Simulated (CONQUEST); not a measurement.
The system is Au.

```xyz
2
Lattice="2.8779 0.0000 0.0000 0.0000 2.8779 0.0000 0.0000 0.0000 4.0700" Properties=species:S:1:pos:R:3 pbc="T T T"
Au    0.0000    0.0000    0.0000
Au    1.4390    1.4390    2.0350
```

| Quantity | Value |
| --- | --- |
| Program | CONQUEST 1.3 |
| Task | single point |
| Functional | PBE |
| Potentials or basis | PseudoDojo NC PBE, SZ, grid cutoff 120 Ha |
| k mesh | 9 × 9 × 7 |
| Occupations | fermi-dirac, width 0.05 eV |
| Spin | no spin polarisation |

On this cell: pressure 35.7 GPa; largest force zero by symmetry; band gap on the k mesh none (metal or under the smearing width).

The same run follows on a disturbed copy (atoms of the box moved at random, drawn with an rms of 0.05 Å):

```
CELL_PARAMETERS angstrom
2.87792 0.00000 0.00000
0.00000 2.87792 0.00000
0.00000 0.00000 4.07000
ATOMIC_POSITIONS crystal
Au 0.00248 0.00546 0.00169
Au 0.49070 0.49405 0.50247
```

Question: What does the disturbed cell give?

Answer: The energy (extrapolated to zero smearing) moves by +2.3 meV/atom; pressure 35.9 GPa; largest force 0.195 eV/Å; band gap on the k mesh none (metal or under the smearing width).

Forces on the atoms (eV/Å):
```
Au  -0.135 -0.132  0.041
Au   0.136  0.133 -0.044
```

Caveats: the atomic basis is small; the box holds several primitive cells, so bands are folded and the points are those of the box's own zone; the basis of atomic orbitals isn't converged, which shifts pressures, moduli and gaps; a pressure of tens of GPa on the cell as given is suspect, and the run, the potentials or the cell itself is likely at fault (some runs); the real-space grid breaks the cell's symmetry a little (some runs).
